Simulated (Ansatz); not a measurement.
Crystal: NbAs.

```
Nb As
1.0
    -1.72585    1.72585    5.84000
     1.72585   -1.72585    5.84000
     1.72585    1.72585   -5.84000
Nb As
2 2
Direct
  0.50000 0.00000 0.50000
  0.75000 0.75000 0.00000
  0.91600 0.41600 0.50000
  0.16600 0.16600 0.00000
```

Base run:

```yaml
Program: Ansatz 0.2.0
Functional: PBEsol
Potentials_or_basis: all-electron PAW datasets made for the crystal
Cutoff: 240 eV
Density_cutoff: 960 eV
k_mesh: 11 × 11 × 11
Occupations: fermi-dirac, width 0.05 eV
Spin: no spin polarisation
```

Its results: pressure -2.3 GPa; largest force 0.288 eV/Å.

After a change of settings the same cell gave: pressure -5.5 GPa; largest force 0.275 eV/Å. Which change was it?
A. functional from PBEsol to LDA; potentials or basis from all-electron PAW datasets made for the crystal to all-electron LAPW, scalar-relativistic; cutoff from 240 eV to 246 eV; density cutoff from 960 eV to 985 eV
B. potentials or basis from all-electron PAW datasets made for the crystal to all-electron LAPW, scalar-relativistic; cutoff from 240 eV to 267 eV; density cutoff from 960 eV to 1068 eV
C. functional from PBEsol to PBE; potentials or basis from all-electron PAW datasets made for the crystal to all-electron LAPW, scalar-relativistic; cutoff from 240 eV to 247 eV; density cutoff from 960 eV to 987 eV

A.

Not every run made on this cell is shown here.
